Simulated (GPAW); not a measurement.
## Ru: relaxation of cell and atoms with rSCAN+D4

The system is Ru.

```
Ru
1.0
     2.70580    0.00000    0.00000
    -1.35290    2.34329    0.00000
     0.00000    0.00000    4.28190
Ru
2
Direct
  0.66667 0.33333 0.75000
  0.33333 0.66667 0.25000
```

```
Program             : GPAW 26.7.0
Task                : relaxation of cell and atoms
Functional          : rSCAN
Dispersion          : D4
Potentials or basis : GPAW PAW data sets (gpaw-data 1.2.1)
Cutoff              : 600 eV
Basis               : pw
k mesh              : 8 × 8 × 5
Occupations         : fermi-dirac, width 0.05 eV
Spin                : no spin polarisation
Maxiter             : 150
Optimizer           : BFGS
Fmax                : 0.05 eV/Å
Max steps           : 40
```

| Item | Value |
| --- | --- |
| Relaxed volume | 13.36 Å³/atom |
| Relaxed cell | a = 2.693 Å, b = 2.693 Å, c = 4.254 Å, α = 90.00°, β = 90.00°, γ = 120.00° |
| Space group after relaxing (to 0.05 Å) | P6_3/mmc (No. 194) |
| Energy gained by relaxing | 3.2 meV/atom |
| Ionic steps | 3 |
| Pressure after relaxing | 0.1 GPa |
| Band gap on the k mesh | none (metal or under the smearing width) |
| Dispersion energy per atom | -0.225 eV |

Stress tensor (GPa, compression positive):
```
 0.18  0.00  0.00
 0.00  0.18  0.00
 0.00  0.00 -0.14
```

The path:
```
step  energy change (eV)  largest force (eV/Å)  pressure (GPa)  volume (Å³)
   1              0.0000                0.0001           -5.14        27.15
   2             -0.0055                0.0000           -2.11        26.90
   3             -0.0065                0.0000            0.07        26.72
```

Final structure:
```xyz
2
Lattice="2.6933 0.0000 0.0000 -1.3467 2.3325 0.0000 0.0000 0.0000 4.2539" Properties=species:S:1:pos:R:3 pbc="T T T"
Ru    1.3467    0.7775    3.1904
Ru    0.0000    1.5550    1.0635
```

Levels at points of the mesh, in eV from the Fermi level:
```
           k point  band 13  band 14  band 15  band 16  band 17  band 18  band 19  band 20
(0.00, 0.00, 0.00)    -2.55    -2.03    -2.03    -1.51    -1.51     1.24     1.24     1.50
(0.50, 0.50, 0.00)    -2.18    -1.83    -1.59     1.48     1.93     2.01     4.33     6.57
```

It took 2.5 min on 1 thread of Arm Neoverse V2, on a shared host, peak memory 0.46 GiB.

Caveat: later steps reuse the first step's grids; the PAW data sets were made with another functional, which shifts forces and pressure a little; pairwise dispersion overbinds metals, which lowers pressure and volume.
